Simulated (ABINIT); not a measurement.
Wanted: the native input for an ABINIT 10.8.3 (patched build) run.

```
Task                : single point
Functional          : RPBE
Potentials or basis : JTH PAW PBE v2.0
Cutoff              : 707 eV
k mesh              : 7 × 7 × 7
Occupations         : fermi-dirac, width 0.05 eV
Spin                : no spin polarisation
Fine-grid cutoff    : 1306.15 eV
```

PbS:

```xyz
2
Lattice="3.6537 0.0000 0.0000 0.0000 3.6537 0.0000 0.0000 0.0000 3.6537" Properties=species:S:1:pos:R:3 pbc="T T T"
Pb    0.0000    0.0000    0.0000
S     1.8268    1.8268    1.8268
```

Measurements of this composition are mostly on another form, of space group No. 225.

One way to write it, as run:

run.abi

```
# Pseudopotentials
pp_dirpath "./"
pseudos "Pb.GGA_PBE-JTH.xml, S.GGA_PBE-JTH.xml"

# Structure
acell 6.9044148628 6.9044148628 6.9044148628
rprim
     1.0000000000     0.0000000000     0.0000000000
     0.0000000000     1.0000000000     0.0000000000
     0.0000000000     0.0000000000     1.0000000000
ntypat 2
znucl 82 16
natom 2
typat 1 2
xcart
     0.0000000000     0.0000000000     0.0000000000
     1.8268295000     1.8268295000     1.8268295000 Angstrom

# Plane-wave basis
ecut 26.0
pawecutdg 48.0
pawxcdev 0

# k points
kptopt 1
ngkpt 7 7 7
nshiftk 1
shiftk 0.0 0.0 0.0

# Exchange and correlation
ixc 15

# Bands and occupations
nband 14
occopt 3
tsmear 0.05 eV

# SCF cycle
nstep 100
tolvrs 1.0e-9

# Output
iomode 3
prtwf 0
prtden 0
prteig 0
prtebands 0
enunit 1
```

Potentials or basis: JTH PAW PBE v2.0.

Run with:

```sh
$ abinit run.abi > log 2>&1
```

It gave:

The pressure is 1.8 GPa and the valence electrons inside the program's atomic spheres are Pb 11.29; S 3.52.

Caveat: the PAW data sets were made with another functional, which shifts forces and pressure a little.

Run time: 28 s on 1 thread of Arm Neoverse V1 (shared host), peak memory 0.11 GiB.
